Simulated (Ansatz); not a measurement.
# Cu: the cost of one run

Program: Ansatz 0.2.0. Level of theory: DFT PBEsol, scalar-relativistic, plane waves, PAW. These are calculated values, not measurements.

1 further run of the same task is left out (set aside as unsound or not needed).

### Step 1. The system as given

It takes space group I4/mmm (No. 139, tetragonal). The conventional cell has a = 2.890 Å, b = 2.890 Å, c = 2.720 Å, α = 90.00°, β = 90.00°, γ = 90.00°. Cu (site symmetry 4/mmm) has 10 Cu at 2.45 to 2.72 Å as nearest neighbours.

Structure file:

```cif
data_structure
_symmetry_space_group_name_H-M 'P 1'
_symmetry_Int_Tables_number 1
_cell_length_a 2.4548
_cell_length_b 2.4548
_cell_length_c 2.4548
_cell_angle_alpha 107.874
_cell_angle_beta 107.874
_cell_angle_gamma 112.715
_cell_volume 11.36
loop_
_atom_site_label
_atom_site_type_symbol
_atom_site_fract_x
_atom_site_fract_y
_atom_site_fract_z
_atom_site_occupancy
Cu1 Cu 0.00000 0.00000 0.00000 1
```

It goes back to an entry of the Materials Project, which need not be the stable form.

It is the result of an earlier relaxation at this level (volume 11.36 Å³/atom; gap on the mesh: none (metal)).

### Step 2. Bands, states and charges

Contents of input.yaml:

```yaml
crystal:
  lattice:
    - [-1.4450917292, 1.4450917292, 1.3600072005]
    - [1.4450917292, -1.4450917292, 1.3600072005]
    - [1.4450917292, 1.4450917292, -1.3600072005]
  atoms:
    - { symbol: Cu, position: [0.0, 0.0, 0.0] }
basis:
  ecutwfc: 420
kpoints:
  mp_grid: { grid: [20, 20, 20] }
  band_path:
    path:
      - [[0.0, 0.0, 0.0], [0.0, 0.0, 0.5], [-0.5, 0.5, 0.5], [0.0, 0.0, 0.0], [0.47142752, 0.47142752, -0.47142752]]
      - [[-0.47142752, 0.52857248, 0.47142752], [-0.5, 0.5, 0.5]]
      - [[0.0, 0.0, 0.5], [0.25, 0.25, 0.25], [0.0, 0.5, 0.0], [0.0, 0.0, 0.0]]
    npoints: 14
hamiltonian:
  xc: pbesol
scf:
  occupations: { method: gaussian, width: 0.1 }
  n_extra_bands: 6
output:
  forces: true
  stress: true
  eigenvalues: true
  populations: true
  dos: { projected: true, de: 0.02, nscf_kmesh: { grid: [30, 30, 30] } }
  bader: true
  write_density: true
  write_potential: true
  elf: true
  volumetric_format: npy
```

Started as:

```sh
> ansatz run input.yaml --threads 1 --pin off --max-ram 2560MiB --backend cpu --events-out ev --progress --plain --runs-dir out
```

Q: Estimate wall time and peak memory on 1 thread of AMD EPYC 9R45 (Zen 5), shared host.

About 15 s, with a peak of 0.5 GiB.
